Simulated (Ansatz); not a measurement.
# SnO2 (Cassiterite) in Ansatz: the effect of functional

Crystal: SnO2 (Cassiterite).

```
Sn O
1.0
     4.73800    0.00000    0.00000
     0.00000    4.73800    0.00000
     0.00000    0.00000    3.18650
Sn O
2 4
Direct
  0.50000 0.50000 0.50000
  0.00000 0.00000 0.00000
  0.80710 0.19290 0.50000
  0.69290 0.69290 0.00000
  0.19290 0.80710 0.50000
  0.30710 0.30710 0.00000
```

Alike in all runs:

| Property | Result |
| --- | --- |
| Program | Ansatz 0.2.0 |
| Task | band structure |
| Potentials or basis | Ansatz PAW |
| k mesh | 6 × 6 × 8 |
| Occupations | fermi-dirac, width 0.05 eV |
| Spin | no spin polarisation |

Problem. One run gave: gap on the mesh 1.32 eV; pressure 16.7 GPa; largest force 0.35 eV/Å. Which functional did it use?
A. BLYP
B. revPBE
C. r2SCAN
D. LDA
E. PBEsol

Solution. A.

| functional | cutoff | gap on the mesh (eV) | pressure (GPa) | largest force (eV/Å) |
| --- | --- | --- | --- | --- |
| LDA | 420 eV (not typed: the program's choice for these potentials) | 1.13 | -0.7 | 0.15 |
| PBEsol | 420 eV (not typed: the program's choice for these potentials) | 1.18 | 4.7 | 0.21 |
| RPBE | 420 eV (not typed: the program's choice for these potentials) | 1.37 | 15.4 | 0.31 |
| revPBE | 420 eV (not typed: the program's choice for these potentials) | 1.35 | 14.2 | 0.30 |
| BLYP | 420 eV (not typed: the program's choice for these potentials) | 1.32 | 16.7 | 0.35 |
| r2SCAN | 500 eV (not typed: the program's choice for these potentials) | 1.96 | 3.3 | 0.24 |

Caveats: spin-orbit coupling is left out, which moves the levels of the heavy elements; the PAW data sets come from PBE, with cores solved anew for the run's functional, which leaves a small shift of forces and pressure.

Runs at the PBE level aren't shown here.
